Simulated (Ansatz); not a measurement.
# One atom moved along a line in C

These are results of DFT LDA, scalar-relativistic, plane waves, PAW in Ansatz, not measurements. Cutoff 420 eV, Γ-centred 8×8×8 k-points, Gaussian smearing of 0.05 eV. No spin polarisation. Energies are free energies at this smearing, counted from the undisturbed cell; pressure is positive in compression.

Reference structure (relaxed at this level):

```xyz
8
Lattice="1.3917 2.4449 -3.3373 1.3917 -2.4449 -3.3373 -2.8429 0.0000 -3.3141" Properties=species:S:1:pos:R:3 pbc="T T T"
C    -0.0397    1.2224   -6.6586
C    -0.0397   -1.2224   -6.6586
C     2.0776    0.0000   -6.6702
C     0.6859    0.0000   -3.3329
C    -0.0199   -1.2224   -3.3301
C    -0.0199    1.2224   -3.3301
C    -2.1372    0.0000   -3.3185
C    -0.7455    0.0000   -6.6558
```

The cell holds layers and no dispersion correction was added, so their binding is poorly described.

Atom 1 (C) is moved by x along the Cartesian unit vector (0.000, -1.000, 0.000); the cell and all other atoms stay fixed.

| x (Å) | ΔE (meV/cell) | force along x on the moved atoms (eV/Å) | pressure (GPa) | gap on the mesh (eV) |
| --- | --- | --- | --- | --- |
| -0.3000 | 3161.5 | 22.58 | 12.1 | 0.29 |
| -0.1500 | 747.3 | 10.16 | 3.0 | 0.26 |
| 0.0000 | 0.0 | 0.00 | 0.0 | 0.42 |
| 0.0375 | ? | -2.45 | 0.2 | ? |
| 0.0750 | 184.1 | -4.93 | 0.7 | 0.26 |
| 0.1125 | 416.8 | -7.49 | 1.7 | 0.25 |
| 0.1875 | ? | -12.97 | ? | 0.17 |
| 0.2250 | 1722.4 | -15.96 | 6.7 | 0.12 |
| 0.2625 | 2379.9 | -19.15 | 9.2 | 0.18 |

By symmetry 0.3000 repeats -0.3000, -0.2250 repeats 0.2250, 0.1500 repeats -0.1500, -0.0750 repeats 0.0750 in energy; the slope of the energy along the path changes sign there.

Task: Give the withheld values.

Result: ΔE (meV/cell) at x (Å) = 0.0375: 45.9; gap on the mesh (eV) at x (Å) = 0.0375: 0.32; ΔE (meV/cell) at x (Å) = 0.1875: 1180.5; pressure (GPa) at x (Å) = 0.1875: 4.6.

Cost: 9 runs of about 2.3 core-minutes in all, on Oxide Virtual Turin-like Processor (Zen 5) (shared hosts).